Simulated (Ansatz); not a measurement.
This script for the Ansatz DFT code, driven from Python starts 4 runs on C, space group P6_3/mmc. What input does the engine get in each?

The script, `c_xc.py`:
```python
"""Functional comparison for C (totals differ with the potentials too)."""

import csv
import warnings

import ansatz as az
import numpy as np

warnings.simplefilter("ignore", az.DeckWarning)

vectors = np.array([
    [2.5221, 0.0, 0.0],
    [-1.26105, 2.18420267, 0.0],
    [0.0, 0.0, 4.1186],
])
system = (
    az.Lattice.of(vectors)
    .atom("C", (1 / 3, 2 / 3, 0.0625))
    .atom("C", (2 / 3, 1 / 3, 0.5625))
    .atom("C", (1 / 3, 2 / 3, 0.4375))
    .atom("C", (2 / 3, 1 / 3, 0.9375))
)

job = (
    system.calculation()
    .kpoints(mesh=(10, 10, 5))
    .occupations(az.OccupationsMethod.COLD, width=0.1)
)

rows = []
for value in ["pbesol", "revpbe", "lda", "blyp"]:
    summary = job.functional(value).run(threads=1, pin="off").report
    rows.append((value, summary["free_energy_ev"] / len(summary["lattice"]["sites"]), summary["n_iterations"], summary["n_kpoints"]))

with open("xc.csv", "w", newline="") as handle:
    writer = csv.writer(handle)
    writer.writerow(["functional", "F/atom (eV)", "iterations", "k-points"])
    writer.writerows([round(v, 5) if isinstance(v, float) else v for v in row] for row in rows)
print(open("xc.csv").read())
```

Run 1:
```yaml
crystal:
  lattice:
    - [2.5221, 0.0, 0.0]
    - [-1.26105, 2.18420267, 0.0]
    - [0.0, 0.0, 4.1186]
  atoms:
    - { symbol: C, position: [0.3333333333333333, 0.6666666666666666, 0.0625] }
    - { symbol: C, position: [0.6666666666666666, 0.3333333333333333, 0.5625] }
    - { symbol: C, position: [0.3333333333333333, 0.6666666666666666, 0.4375] }
    - { symbol: C, position: [0.6666666666666666, 0.3333333333333333, 0.9375] }
kpoints:
  mp_grid:
    grid: [10, 10, 5]
hamiltonian:
  xc: pbesol
scf:
  occupations:
    method: cold
    width: 0.1
```

Run 2, against run 1:
```diff
-  xc: pbesol
+  xc: revpbe
```

Run 3, against run 1:
```diff
-  xc: pbesol
+  xc: lda
```

Run 4, against run 1:
```diff
-  xc: pbesol
+  xc: blyp
```

```console
$ python c_xc.py
functional,F/atom (eV),iterations,k-points
pbesol,-246.63783,5,42
revpbe,-251.67652,5,42
lda,-242.95597,5,42
blyp,-251.45632,5,42
```

Total energies of different functionals can't be compared; pressures, moments and gaps at this one structure can. The whole script took 3.3 s on 1 thread of Arm Neoverse V1, on a shared host, peak memory 0.32 GiB.
